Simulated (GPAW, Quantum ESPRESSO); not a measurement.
This is a calculation of Tl (Thallium) for Quantum ESPRESSO 7.5. Atoms were shifted at random by some hundredths of an Å from the given cell, which wasn't relaxed again for these runs. 

The input pw.in:

```
&CONTROL
  calculation = 'scf'
  prefix = 'pwscf'
  outdir = './tmp'
  pseudo_dir = './pseudo'
  tprnfor = .true.
  tstress = .true.
  disk_io = 'nowf'
/
&SYSTEM
  ibrav = 0
  nat = 2
  ntyp = 1
  ecutwfc = 55
  ecutrho = 440
  nbnd = 20
  occupations = 'smearing'
  smearing = 'fd'
  degauss = 0.00367493
/
&ELECTRONS
  conv_thr = 4d-10
  electron_maxstep = 120
  mixing_beta = 0.5
/
ATOMIC_SPECIES
Tl   204.3800 Tl_pbe_v1.2.uspp.F.UPF
CELL_PARAMETERS angstrom
   3.4560000000    0.0000000000    0.0000000000
  -1.7280000000    2.9929837955    0.0000000000
   0.0000000000    0.0000000000    5.5250000000
ATOMIC_POSITIONS crystal
Tl     0.6674960000    0.3196380000    0.7412520000
Tl     0.3290320000    0.6627540000    0.2428710000
K_POINTS automatic
9 9 5 0 0 0
```

Potentials or basis: SSSP 1.3 efficiency PBE.

The run is started by

```console
$ OMP_NUM_THREADS=1 pw.x -in pw.in > pw.out
```

Set up the same calculation for GPAW 26.7.0 (ASE script). Potentials or basis there: GPAW PAW data sets (gpaw-data 1.2.1), cutoff 600 eV.

As run (cutoffs and basis follow the program's own potentials, and thresholds, step limits or extra output files can differ):

run.py

```python
from ase import Atoms
from ase.dft.bandgap import bandgap
from ase.io import write
from ase.units import GPa
from gpaw import GPAW, PW

atoms = Atoms(['Tl', 'Tl'],
              cell=[[3.456, 0.0, 0.0],
                    [-1.728, 2.9929837955, 0.0],
                    [0.0, 0.0, 5.525]],
              scaled_positions=[[0.667496, 0.319638, 0.741252],
                                [0.329032, 0.662754, 0.242871]],
              pbc=True)

calc = GPAW(mode=PW(600),
            xc='PBE',
            kpts={'size': (9, 9, 5), 'gamma': True},
            occupations={'name': 'fermi-dirac', 'width': 0.05},
            nbands=23,
            convergence={'density': 1e-05, 'energy': 1e-05},
            maxiter=150,
            txt='gpaw.txt')
atoms.calc = calc
energy = atoms.get_potential_energy()
forces = atoms.get_forces()
stress = atoms.get_stress()
calc.write('gs.gpw')
write('result.traj', atoms)
print(f'Energy: {energy:.6f} eV')
print('Forces (eV/A):')
print(forces.round(4))
print('Stress (GPa):', (stress / GPa).round(3))
print('Fermi level:', round(calc.get_fermi_level(), 4), 'eV')
print(f'Gap: {bandgap(calc)[0]:.4f} eV, direct: {bandgap(calc, direct=True)[0]:.4f} eV')
```

Potentials or basis: GPAW PAW data sets (gpaw-data 1.2.1), pw.

Command:

```bash
$ OMP_NUM_THREADS=1 python run.py
```

Both were run:

|  | Quantum ESPRESSO | GPAW |
| --- | --- | --- |
| Pressure | 3.0 GPa | 3.1 GPa |
| Energy over the undisturbed cell | 0.2 meV/atom | 0.1 meV/atom |

Pressure is positive in compression.
